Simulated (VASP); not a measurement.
CrO2:

```
Cr O
1.0
     2.77988    0.00000    0.00000
    -1.38994    2.40745    0.00000
     0.00000    0.00000    4.48452
Cr O
1 2
Direct
  0.00000 0.00000 0.00000
  0.33333 0.66667 0.25200
  0.66667 0.33333 0.74800
```

Measurements of this composition are mostly on another form, of space group No. 136.

Base run:

- Program: VASP 6.6.1
- Functional: r2SCAN
- Potentials or basis: VASP PAW PBE potentials, release 64 (Cr_pv, O)
- Cutoff: 520 eV
- k mesh: 8 × 8 × 4
- Occupations: gaussian, width 0.05 eV
- Spin: collinear spin, ferromagnetic start
- Starting moments: [3.0, 0.0, 0.0] μB
- Fixed moment: 4 μB
- Hubbard terms: Cr d U = 7 eV

Its results: pressure 26.5 GPa; net moment 4.00 μB per cell; site moments Cr +2.87; O +0.47 μB; largest force 0.602 eV/Å.

Question: The run is repeated on the same cell with these changes: fixed moment from 4 μB to none; hubbard terms from Cr d U = 7 eV to Cr d U = 5 eV. What comes out?

Answer: Pressure 9.1 GPa; net moment 2.00 μB per cell; site moments Cr +2.95; O -0.41 μB; largest force 1.411 eV/Å.

Caveats: the PAW data sets were made with another functional, which shifts forces and pressure a little; a cell with one magnetic atom can't hold antiferromagnetic order, which such compounds often take; the total moment is fixed, so each spin has its own Fermi level (some runs).
